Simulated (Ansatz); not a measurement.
**TiC: energy along a strain**

TiC, Fm-3m, a = 4.328 Å (as given, not relaxed at this level: 0.9 GPa). Ansatz: PBE, PAW, 420 eV, Γ-centred 18×18×18 mesh on 2 atoms, Gaussian smearing 0.15 eV; no spin polarisation. Cell vectors (Å): 0.000 2.164 2.164; 2.164 0.000 2.164; 2.164 2.164 0.000. The cell is strained by x per cent times the pattern (1 -1 0 0 0 0) in the order xx yy zz yz xz xy (engineering shears), with fractional coordinates held. y is the free energy over the start, V0 = 10.134 Å³/atom. Symmetry makes y even in x.

```tsv
x (%)	y (meV/atom)
-4.00	?
-2.00	10.06
0.00	0.00
0.50	0.62
1.00	2.50
1.50	5.64
2.50	15.77
3.00	22.79
3.50	31.15
```

Problem. Fit y = c2 x² + c4 x⁴ to the other rows, get the stiffness along the pattern, and predict the missing energy.

Solution. Least squares on the rows shown. y = 2.5014 x² + 0.0033939 x⁴. The clamped-ion stiffness p·C·p = 2 × 25.01 eV × 160.2 / 10.134 Å³ = 791 GPa (second derivative at the start, which stands under stress). At x = -4.00 the fit asked for gives 40.89 meV/atom. The run gave 40.90 meV/atom, so the fit is 0.01 meV/atom too low, a small miss on the scale of the series.